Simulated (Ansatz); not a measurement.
AlN (P6_3/mmc), one atom moved over a plane

Theory: DFT PBE, scalar-relativistic, plane waves, PAW in Ansatz. The runs took a 420 eV cutoff, a Γ-centred 9×9×6 mesh and Gaussian smearing (0.05 eV). No spin polarisation. Energies are free energies at this smearing, counted from the undisturbed cell; pressure is positive in compression.

The undisturbed cell (as given, not relaxed at this level; it stands at 0.3 GPa; this form isn't the usual structure):

```
Al N
1.0
     3.31212    0.00000    0.00000
    -1.65606    2.86838    0.00000
     0.00000    0.00000    4.18756
Al N
2 2
Cartesian
  0.0000 1.9123 3.1407
  1.6561 0.9561 1.0469
  0.0000 1.9123 1.0469
  1.6561 0.9561 3.1407
```

Atom 1 (Al) is moved by p along (0.000, 1.000, 0.000) and q along (0.000, 0.000, 1.000) (Å), all else fixed. Points are written (p, q).

Energy above the undisturbed cell in eV/cell (a dash: not computed):

```
 p \ q  -0.600  -0.300  0.000  0.300  0.600
-0.600    3.72    1.91   1.66   1.91   3.72
-0.300       ?    0.96   0.55   0.96      ?
 0.000    3.42       ?   0.00      ?   3.42
 0.300    3.91    1.43   1.08   1.43   3.91
 0.600       ?    6.86   7.36   6.86      ?
```

(1) Fill in the withheld energies.

Answers

(1) (-0.300, -0.600): 3.54; (-0.300, 0.600): 3.54; (0.000, -0.300): 0.48; (0.000, 0.300): 0.48; (0.600, -0.600): 7.28; (0.600, 0.600): 7.28.